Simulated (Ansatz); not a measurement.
## The perfect armchair graphene nanoribbon (N = 15, H edges)

What gap, if any, does the armchair graphene nanoribbon (N = 15, H edges) have, and how does it change with the functional and under strain?

Program: Ansatz 0.2.0. Level of theory: DFT PBE, plane waves, PAW; relaxation of a wire's period, in the first sound run; inputs show where later runs differ. Results are calculated unless marked as measured.

## 1. The starting structure

The cell holds 34 atoms: 30 C and 4 H. Cell: a = 26.070 Å, b = 7.000 Å, c = 4.260 Å, α = 90.0°, β = 90.0°, γ = 90.0°. Vacuum lies along a and b. The structure's axis is c.

## 2. The relaxed wire

Band widths follow the bond lengths, so the wire is relaxed first. The atoms and the third cell vector are free; the box across stays fixed as vacuum. A Fermi-Dirac smearing is set since the result may be a metal. The pressure printed is a third of the stress's trace over the whole box, vacuum included; only the stress along the axis is relaxed.

Contents of input.yaml:

```yaml
crystal:
  lattice:
    - [26.07, 0.0, 0.0]
    - [0.0, 7.0, 0.0]
    - [0.0, 0.0, 4.26]
  atoms:
    - { symbol: C, position: [0.169798511, 0.5, 0.0] }
    - { symbol: C, position: [0.264141133, 0.5, 0.0] }
    - { symbol: C, position: [0.358483754, 0.5, 0.0] }
    - { symbol: C, position: [0.452826376, 0.5, 0.0] }
    - { symbol: C, position: [0.547168998, 0.5, 0.0] }
    - { symbol: C, position: [0.641511619, 0.5, 0.0] }
    - { symbol: C, position: [0.735854241, 0.5, 0.0] }
    - { symbol: C, position: [0.830196863, 0.5, 0.0] }
    - { symbol: C, position: [0.169798511, 0.5, 0.333333333] }
    - { symbol: C, position: [0.264141133, 0.5, 0.333333333] }
    - { symbol: C, position: [0.358483754, 0.5, 0.333333333] }
    - { symbol: C, position: [0.452826376, 0.5, 0.333333333] }
    - { symbol: C, position: [0.547168998, 0.5, 0.333333333] }
    - { symbol: C, position: [0.641511619, 0.5, 0.333333333] }
    - { symbol: C, position: [0.735854241, 0.5, 0.333333333] }
    - { symbol: C, position: [0.830196863, 0.5, 0.333333333] }
    - { symbol: H, position: [0.134253932, 0.5, 0.458920188] }
    - { symbol: H, position: [0.865741442, 0.5, 0.458920188] }
    - { symbol: C, position: [0.216969822, 0.5, 0.5] }
    - { symbol: C, position: [0.311312444, 0.5, 0.5] }
    - { symbol: C, position: [0.405655065, 0.5, 0.5] }
    - { symbol: C, position: [0.499997687, 0.5, 0.5] }
    - { symbol: C, position: [0.594340308, 0.5, 0.5] }
    - { symbol: C, position: [0.68868293, 0.5, 0.5] }
    - { symbol: C, position: [0.783025552, 0.5, 0.5] }
    - { symbol: C, position: [0.216969822, 0.5, 0.833333333] }
    - { symbol: C, position: [0.311312444, 0.5, 0.833333333] }
    - { symbol: C, position: [0.405655065, 0.5, 0.833333333] }
    - { symbol: C, position: [0.499997687, 0.5, 0.833333333] }
    - { symbol: C, position: [0.594340308, 0.5, 0.833333333] }
    - { symbol: C, position: [0.68868293, 0.5, 0.833333333] }
    - { symbol: C, position: [0.783025552, 0.5, 0.833333333] }
    - { symbol: H, position: [0.134253932, 0.5, 0.874413146] }
    - { symbol: H, position: [0.865741442, 0.5, 0.874413146] }
kpoints:
  mp_grid: { grid: [1, 1, 19] }
scf:
  occupations: { method: fermi_dirac, width: 0.05 }
hamiltonian:
  xc: pbe
relax:
  cell: { fix: [a, b, alpha, beta, gamma] }
  max_steps: 60
```

Started as:

```console
ansatz run input.yaml --threads 4 --pin off --max-ram 16384MiB --backend cpu --events-out ev --progress --plain --runs-dir out
```

Numbers of over 12 decimals in the logs are rounded to 6 here.

Log:

```text
Engine: ansatz 0.2.0, aarch64-unknown-linux-gnu
Pseudopotentials: kind: paw
Pseudopotential: C, paw, valence charge 4, recommended cutoff 420 eV (normal), C.paw.azcp
Pseudopotential: H, paw, valence charge 1, recommended cutoff 420 eV (normal), H.paw.azcp
Functional definition: PBE
  parameter kappa = 0.804
  parameter beta = 0.066725
  exchange = pbe_x(kappa = kappa, mu = beta*pi^2/3)
  correlation = pbe_c(beta = beta)
Crystal: 34 atoms, lattice volume = 777.407 Å³
Basis set: ecut = 420 eV, 15187 PW (Γ), exchange–correlation on 360×96×60 points (8 copies of the dense FFT grid, shifted against one another)
Bands: 96, of which v1, the nominal top of the filled ones, is band 62 counted from 1 (61 counted from 0)
Symmetry: 8 space group operations
Space group: Pmmm (ITA 47), of the structure as read, at distance tolerance 9.2e-5 Å
k-points: 10 of 19
Non-local potential: C, projectors of the file, l = 0: 2, l = 1: 2, l = 2: 1
Non-local potential: H, projectors of the file, l = 0: 2, l = 1: 1
PAW form: soft (Blöchl's): semilocal exchange-correlation on the pseudo side does not see the compensation charge
PAW one-centre angular grid: C, 110 points (default); XC on 64 Gauss nodes
PAW one-centre angular grid: H, 110 points (default); XC on 64 Gauss nodes
Initial density: superposition of atomic densities (neutral atoms: chi_scale 0, normalization atom), corrected by the library's trained network
Initial wavefunctions: pseudopotential atomic-orbital guess
Functional: x = pbe(κ = 0.804, μ = 0.219515), c = pbe(β = 0.066725)
SCF iter   1: F=—  HF=-7591.263781 eV  |F-HF|=—  |Δ(HF+E_count)|=         —  Δρ=2.61e-3  dr2=1.56e-1  ethr=1.77e-3  ⟨swp⟩=10.2  Hψ=5660  notcnv=0  defer=178
preconditioner: auto → Resta (q_TF=auto, 2.009 Å⁻¹)  ε∞=2.0  [insulator: Δε(μ)=0.435 eV  Ē_g=14.493 eV  σ=0.050 eV  W_gap=0.97  n_scr=118 (ndim 8)  ℏωp=14.8 eV  f_vac=0.580  D(μ)=0.05/eV (n_scr^D=0)  ε∞_Penn≈2.0  vacuum switching on, ρ_ref=1.5e-2 e/Å³]
SCF iter   2: F=—  HF=-7591.246276 eV  |F-HF|=—  |Δ(HF+E_count)|=   1.75e-2  Δρ=2.02e-3  dr2=1.03e-1  ethr=1.26e-4  ⟨swp⟩=2.1  Hψ=1499  notcnv=0  defer=270
SCF iter   3: F=—  HF=-7591.233910 eV  |F-HF|=—  |Δ(HF+E_count)|=   1.24e-2  Δρ=1.06e-3  dr2=2.29e-2  ethr=8.28e-5  ⟨swp⟩=2.0  Hψ=1037  notcnv=0  defer=270
SCF iter   4: F=—  HF=-7591.231359 eV  |F-HF|=—  |Δ(HF+E_count)|=   2.55e-3  Δρ=5.18e-4  dr2=3.67e-3  ethr=1.85e-5  ⟨swp⟩=1.8  Hψ=1051  notcnv=0  defer=270
SCF iter   5: F=—  HF=-7591.232081 eV  |F-HF|=—  |Δ(HF+E_count)|=   7.23e-4  Δρ=1.82e-4  dr2=1.92e-4  ethr=2.96e-6  ⟨swp⟩=2.6  Hψ=1634  notcnv=0  defer=272
SCF iter   6: F=—  HF=-7591.232500 eV  |F-HF|=—  |Δ(HF+E_count)|=   4.19e-4  Δρ=6.57e-5  dr2=3.20e-5  ethr=1.55e-7  ⟨swp⟩=2.0  Hψ=1144  notcnv=0  defer=272
SCF iter   7: F=—  HF=-7591.232763 eV  |F-HF|=—  |Δ(HF+E_count)|=   2.63e-4  Δρ=1.67e-5  dr2=2.50e-6  ethr=2.58e-8  ⟨swp⟩=2.0  Hψ=1159  notcnv=0  defer=272
SCF iter   8: F=—  HF=-7591.232762 eV  |F-HF|=—  |Δ(HF+E_count)|=   5.65e-7  Δρ=5.57e-6  dr2=1.51e-7  ethr=2.02e-9  ⟨swp⟩=2.0  Hψ=1206  notcnv=0  defer=272
SCF iter   9: F=-7591.232763 eV  HF=-7591.232763 eV  |F-HF|=3.86e-8  |Δ(HF+E_count)|=   1.00e-6  Δρ=1.84e-6  dr2=3.06e-8  ethr=8.06e-11  ⟨swp⟩=4.0  Hψ=2859  notcnv=0
SCF 1 converged in 9 iterations: F = -7591.232763 eV  dr2 = 3.06e-8
  greatest PAW one-centre occupation: 0.674 electrons in one spin orbital (limit 2), on the C atom at site 14 (counted from 0), in its partial waves of l = 0
relax step   1: F+E_penalty+E_count = -7591.23276332 eV  Δ(F+E_penalty+E_count) = +0.000e0 eV  max|allowed force component| = 2.336e0 eV/Å  Δτ_max = 0.0000 Å  P = +0.733 GPa  Ω = 777.407 Å³  fix = [a, b, alpha, beta, gamma]  reactions: a +0.766, b +0.115 GPa  (9 SCF iters, dr2 threshold 1.00e-7 eV, accepted)
Crystal: 34 atoms, lattice volume = 781.253 Å³
Basis set: ecut = 420 eV, 15279 PW (Γ), exchange–correlation on 360×96×60 points (8 copies of the dense FFT grid, shifted against one another)
Initial density: handed on by an earlier stage of this run
Initial wavefunctions: those handed on with the density
iter 1 solved again at ethr=6.59e-5 eV; its pass at ethr=3.10e-3 eV (dr2=8.17e-2 eV) is discarded
SCF iter   1: F=—  HF=-7591.453385 eV  |F-HF|=—  |Δ(HF+E_count)|=         —  Δρ=3.65e-3  dr2=8.31e-2  ethr=6.59e-5  ⟨swp⟩=7.2  Hψ=4257  notcnv=0  defer=2
preconditioner: auto → Resta (q_TF=auto, 2.008 Å⁻¹)  ε∞=2.1  [insulator: Δε(μ)=0.470 eV  Ē_g=14.158 eV  σ=0.050 eV  W_gap=0.98  n_scr=118 (ndim 8)  ℏωp=14.8 eV  f_vac=0.585  D(μ)=0.04/eV (n_scr^D=0)  ε∞_Penn≈2.1  vacuum switching on, ρ_ref=1.5e-2 e/Å³]
SCF iter   2: F=—  HF=-7591.435474 eV  |F-HF|=—  |Δ(HF+E_count)|=   1.79e-2  Δρ=1.56e-3  dr2=2.19e-2  ethr=6.59e-5  ⟨swp⟩=3.6  Hψ=1872  notcnv=0  defer=14
SCF iter   3: F=—  HF=-7591.435248 eV  |F-HF|=—  |Δ(HF+E_count)|=   2.26e-4  Δρ=8.67e-4  dr2=2.17e-2  ethr=1.77e-5  ⟨swp⟩=2.8  Hψ=1494  notcnv=0  defer=26
SCF iter   4: F=—  HF=-7591.432374 eV  |F-HF|=—  |Δ(HF+E_count)|=   2.87e-3  Δρ=3.44e-4  dr2=1.15e-3  ethr=1.75e-5  ⟨swp⟩=2.2  Hψ=1169  notcnv=0  defer=32
SCF iter   5: F=—  HF=-7591.432527 eV  |F-HF|=—  |Δ(HF+E_count)|=   1.53e-4  Δρ=1.30e-4  dr2=8.69e-5  ethr=9.30e-7  ⟨swp⟩=2.0  Hψ=1242  notcnv=0  defer=39
SCF iter   6: F=—  HF=-7591.432541 eV  |F-HF|=—  |Δ(HF+E_count)|=   1.40e-5  Δρ=4.24e-5  dr2=1.20e-5  ethr=7.01e-8  ⟨swp⟩=2.0  Hψ=1069  notcnv=0  defer=39
SCF iter   7: F=-7591.432543 eV  HF=-7591.432543 eV  |F-HF|=1.71e-7  |Δ(HF+E_count)|=   2.38e-6  Δρ=1.19e-5  dr2=9.37e-7  ethr=2.74e-9  ⟨swp⟩=4.6  Hψ=2976  notcnv=0
SCF 2 converged in 7 iterations: F = -7591.432543 eV  dr2 = 9.37e-7
  greatest PAW one-centre occupation: 0.676 electrons in one spin orbital (limit 2), on the C atom at site 15 (counted from 0), in its partial waves of l = 0
relax step   2: F+E_penalty+E_count = -7591.43254330 eV  Δ(F+E_penalty+E_count) = -1.998e-1 eV  max|allowed force component| = 7.021e-1 eV/Å  Δτ_max = 0.0436 Å  P = +0.233 GPa  Ω = 781.253 Å³  energy of the carried Pulay correction = -4.705e-3 eV  fix = [a, b, alpha, beta, gamma]  reactions: a +0.367, b +0.108 GPa  (7 SCF iters, dr2 threshold 3.40e-6 eV, accepted)
Crystal: 34 atoms, lattice volume = 782.078 Å³
Basis set: ecut = 420 eV, 15315 PW (Γ), exchange–correlation on 360×96×60 points (8 copies of the dense FFT grid, shifted against one another)
iter 1 solved again at ethr=1.18e-5 eV; its pass at ethr=3.10e-3 eV (dr2=1.46e-2 eV) is discarded
SCF iter   1: F=—  HF=-7591.453622 eV  |F-HF|=—  |Δ(HF+E_count)|=         —  Δρ=1.68e-3  dr2=1.47e-2  ethr=1.18e-5  ⟨swp⟩=3.7  Hψ=3761  notcnv=0
[...]
SCF iter   1: F=—  HF=-7591.455378 eV  |F-HF|=—  |Δ(HF+E_count)|=         —  Δρ=3.54e-5  dr2=8.28e-7  ethr=5.28e-7  ⟨swp⟩=16.5  Hψ=12382  notcnv=0  defer=23
eigensolver tolerance schedule: the retry pair's looser diagonalisation over-reported the residual by 788.92 of it (diagonalisation noise at 0.16 of the residual, at the tolerance the schedule requests for it); recorded, not acted on — ethr = c·dr2/N_el stays at c = 1.0e-1
preconditioner: auto → Resta (q_TF=auto, 2.007 Å⁻¹)  ε∞=2.1  [insulator: Δε(μ)=0.492 eV  Ē_g=14.171 eV  σ=0.050 eV  W_gap=0.99  n_scr=118 (ndim 8)  ℏωp=14.8 eV  f_vac=0.583  D(μ)=0.03/eV (n_scr^D=0)  ε∞_Penn≈2.1  vacuum switching on, ρ_ref=1.5e-2 e/Å³]
SCF iter   2: F=—  HF=-7591.455954 eV  |F-HF|=—  |Δ(HF+E_count)|=   5.75e-4  Δρ=1.80e-5  dr2=2.26e-7  ethr=6.68e-10  ⟨swp⟩=3.2  Hψ=2181  notcnv=0  defer=17
SCF iter   3: F=—  HF=-7591.456127 eV  |F-HF|=—  |Δ(HF+E_count)|=   1.74e-4  Δρ=2.63e-6  dr2=3.05e-7  ethr=1.82e-10  ⟨swp⟩=2.4  Hψ=1450  notcnv=0  defer=19
SCF iter   4: F=—  HF=-7591.456130 eV  |F-HF|=—  |Δ(HF+E_count)|=   2.86e-6  Δρ=1.13e-6  dr2=2.83e-8  ethr=1.82e-10  ⟨swp⟩=2.0  Hψ=951  notcnv=0  defer=19
SCF iter   5: F=—  HF=-7591.456130 eV  |F-HF|=—  |Δ(HF+E_count)|=   1.66e-7  Δρ=5.44e-7  dr2=1.63e-9  ethr=2.28e-11  ⟨swp⟩=2.0  Hψ=995  notcnv=0  defer=19
SCF iter   6: F=-7591.456130 eV  HF=-7591.456130 eV  |F-HF|=2.84e-10  |Δ(HF+E_count)|=   3.35e-9  Δρ=1.30e-7  dr2=1.43e-10  ethr=1.00e-12  ⟨swp⟩=3.0  Hψ=3348  notcnv=0
SCF 6 converged in 6 iterations: F = -7591.456130 eV  dr2 = 1.43e-10
relax step   6: F+E_penalty+E_count = -7591.45613024 eV  Δ(F+E_penalty+E_count) = -5.876e-3 eV  max|allowed force component| = 3.657e-3 eV/Å  Δτ_max = 0.0000 Å  P = +0.046 GPa  Ω = 782.187 Å³  fix = [a, b, alpha, beta, gamma]  reactions: a -0.001, b +0.131 GPa  stress off target by 7.02e-3 GPa on what of the cell is left free  SCF on the basis re-selected at this cell (its energy is not comparable with the rows above)  (6 SCF iters)
basis re-selected at this cell: Δ(F+E_penalty+E_count) = -5.876e-3 eV, ΔP = +0.010 GPa vs the last step (what re-selecting the basis moved, of the pressure what is left beyond the Pulay correction that the steps carried, after the strain that the cell walked since its last selection, with what the two solves' SCF thresholds leave and, on support functions, any second-order correction that the steps lacked; it is no m [...]
SCF converged after 6 iterations
Free energy (F): -7591.456130 eV
Harris-Foulkes:  -7591.456130 eV  (|F-HF|=2.84e-10)
Internal energy: -7591.455672 eV  (E = F + TS)
E sigma→0 (E₀):  -7591.455901 eV
Entropy (-TS):   -0.000458 eV (-0.013 meV/atom)
Fermi energy:    -0.148361 eV
--- Per-component energies (eV) ---
  E_band       = -1134.722969
  E_kinetic    = 2776.866406
  E_local      = -28007.853134  (includes V_loc(G=0)·N_el)
  E_nonlocal   = 825.808802
  E_hartree    = 12651.493834
  E_xc         = -1473.715018
  E_vxc        = -1825.870602  (∫ρ·V_xc dr)
  E_paw        = -2982.389992  (= ΣΔE_a)
  E_vpaw       = -206.656899  (= ΣTr[D̂ρ^β])
  E_aug_tail   = -0.005377  (compensation charges beyond the density's cutoff)
  E_ewald      = 8618.338807
  E_smearing   = -0.000458  (= −TS)
  E_closure    = -0.000000  (closes the sum)
  Σ components = -7591.456130   (vs F -7591.456130, Δ=0.00e0)
--- Forces (eV/Å), atoms counted from 1 ---
  atom   1  C     -0.00051328     0.00000000     0.00365743
  atom   2  C     -0.00030660    -0.00000000    -0.00132913
  atom   3  C     -0.00015779    -0.00000000    -0.00271547
  atom   4  C      0.00075155    -0.00000000    -0.00115984
  atom   5  C     -0.00075155    -0.00000000    -0.00115984
  atom   6  C      0.00015779    -0.00000000    -0.00271547
  atom   7  C      0.00030660    -0.00000000    -0.00132913
  atom   8  C      0.00051328     0.00000000     0.00365743
  atom   9  C     -0.00051328    -0.00000000    -0.00365743
  atom  10  C     -0.00030660     0.00000000     0.00132913
  atom  11  C     -0.00015779     0.00000000     0.00271547
  atom  12  C      0.00075155     0.00000000     0.00115984
  atom  13  C     -0.00075155     0.00000000     0.00115984
  atom  14  C      0.00015779     0.00000000     0.00271547
  atom  15  C      0.00030660     0.00000000     0.00132913
  atom  16  C      0.00051328    -0.00000000    -0.00365743
  atom  17  H      0.00048166     0.00000000     0.00078873
  atom  18  H     -0.00048166     0.00000000     0.00078873
  atom  19  C      0.00014951    -0.00000000    -0.00361002
  atom  20  C      0.00050449    -0.00000000    -0.00107921
  atom  21  C     -0.00056021    -0.00000000    -0.00102085
  atom  22  C      0.00000000    -0.00000000    -0.00246899
  atom  23  C      0.00056021    -0.00000000    -0.00102085
  atom  24  C     -0.00050449    -0.00000000    -0.00107921
  atom  25  C     -0.00014951    -0.00000000    -0.00361002
  atom  26  C      0.00014951     0.00000000     0.00361002
  atom  27  C      0.00050449     0.00000000     0.00107921
  atom  28  C     -0.00056021     0.00000000     0.00102085
  atom  29  C     -0.00000000     0.00000000     0.00246899
  atom  30  C      0.00056021     0.00000000     0.00102085
  atom  31  C     -0.00050449     0.00000000     0.00107921
  atom  32  C     -0.00014951     0.00000000     0.00361002
  atom  33  H      0.00048166    -0.00000000    -0.00078873
  atom  34  H     -0.00048166    -0.00000000    -0.00078873
  max |Σ_I F_I| component: 3.04e-18 eV/Å
--- Stress (GPa, compression-positive) ---
       -0.000641      -0.000000      -0.000000
       -0.000000       0.131418       0.000000
       -0.000000       0.000000       0.007023
  P = ⅓ Tr σ = 0.0459 GPa (0.459 kbar)
--- Relaxed structure (5 steps of the walk, 5 accepted, 1 SCFs on fresh bases) ---
  F+E_penalty+E_count = -7591.45613024 eV   max|allowed force component| = 3.657e-3 eV/Å   (the final SCF, on the basis selected at the relaxed cell)
  cell:  # Å, volume = 782.1871 Å³
    - [26.07, 0, 0]
    - [0, 7.0, 0]
    - [0, 0, 4.286192]
  atoms:
    - { symbol: C, position: [0.170134, 0.5, 0.00675071] }
    - { symbol: C, position: [0.263513, 0.5, -8.655193548695967e-5] }
    - { symbol: C, position: [0.358210, 0.5, -0.000409014] }
    - { symbol: C, position: [0.452782, 0.5, 0.000250557] }
    - { symbol: C, position: [0.547218, 0.5, 0.000250557] }
    - { symbol: C, position: [0.641790, 0.5, -0.000409014] }
    - { symbol: C, position: [0.736487, 0.5, -8.65519354869601e-5] }
    - { symbol: C, position: [0.829866, 0.5, 0.00675071] }
    - { symbol: C, position: [0.170134, 0.5, 0.326583] }
    - { symbol: C, position: [0.263513, 0.5, 0.333420] }
    - { symbol: C, position: [0.358210, 0.5, 0.333742] }
    - { symbol: C, position: [0.452782, 0.5, 0.333083] }
    - { symbol: C, position: [0.547218, 0.5, 0.333083] }
    - { symbol: C, position: [0.641790, 0.5, 0.333742] }
    - { symbol: C, position: [0.736487, 0.5, 0.333420] }
    - { symbol: C, position: [0.829866, 0.5, 0.326583] }
    - { symbol: H, position: [0.133402, 0.5, 0.446743] }
    - { symbol: H, position: [0.866598, 0.5, 0.446743] }
    - { symbol: C, position: [0.216323, 0.5, 0.498750] }
    - { symbol: C, position: [0.311019, 0.5, 0.500604] }
    - { symbol: C, position: [0.405409, 0.5, 0.500140] }
    - { symbol: C, position: [0.500000, 0.5, 0.499722] }
    - { symbol: C, position: [0.594591, 0.5, 0.500140] }
    - { symbol: C, position: [0.688981, 0.5, 0.500604] }
    - { symbol: C, position: [0.783677, 0.5, 0.498750] }
    - { symbol: C, position: [0.216323, 0.5, 0.834584] }
    - { symbol: C, position: [0.311019, 0.5, 0.832729] }
    - { symbol: C, position: [0.405409, 0.5, 0.833193] }
    - { symbol: C, position: [0.500000, 0.5, 0.833611] }
    - { symbol: C, position: [0.594591, 0.5, 0.833193] }
    - { symbol: C, position: [0.688981, 0.5, 0.832729] }
    - { symbol: C, position: [0.783677, 0.5, 0.834584] }
    - { symbol: H, position: [0.133402, 0.5, 0.886590] }
    - { symbol: H, position: [0.866598, 0.5, 0.886590] }
```

Run time: 85 s. Hardware: 4 threads of Arm Neoverse V1, shared host; peak memory 2.2 GiB; 5.6 min of CPU time.

Step by step:

```csv
step,energy less that of the first step (eV),largest force component (eV/Å),pressure (GPa),volume (Å³)
1,0.0000,2.3364,0.73,777.41
2,-0.1998,0.7021,0.23,781.25
3,-0.2173,0.0650,0.06,782.08
4,-0.2175,0.0157,0.03,782.20
5,-0.2175,0.0040,0.04,782.19
6*,-0.2234,0.0037,0.05,782.19
```

Relaxation steps marked * repeat the geometry before them on a plane-wave basis chosen anew for their cell, so energy and pressure can jump there.

Forces are held to the 8 operations that the run works with; a distortion that breaks them can't arise in this run.

```
cell as run  before  after  change
      c (Å)   4.260  4.286  +0.6 %
```

The atoms that moved most (Å, along periodic axes as changes of fractional coordinates times the final cell, across vacuum about the mean position):

```csv
atom,dx,dy,dz,length
H17,-0.022,0.000,-0.052,0.057
H18,0.022,0.000,-0.052,0.057
H33,-0.022,0.000,0.052,0.057
H34,0.022,0.000,0.052,0.057
C8,-0.009,0.000,0.029,0.030
C16,-0.009,0.000,-0.029,0.030
C1,0.009,0.000,0.029,0.030
C9,0.009,0.000,-0.029,0.030
```

Numbers from this step:

| Quantity | Value |
| --- | --- |
| energy at zero smearing | -7591.4559 eV |
| cell length along the wire | 4.286 Å |

The cell's length comes to 4.286 Å with spin left out.

[end of part 1 of 4]

[Logs are printed without paths, hosts, clocks, repeated set-up lines and the standing remarks that a program may print on its own settings, such as how far it seeks lower states.]

[Hosts, paths, dates, database ids (printed as entryN), source tags and the programs' standing remarks are cut or masked in the printed files.]
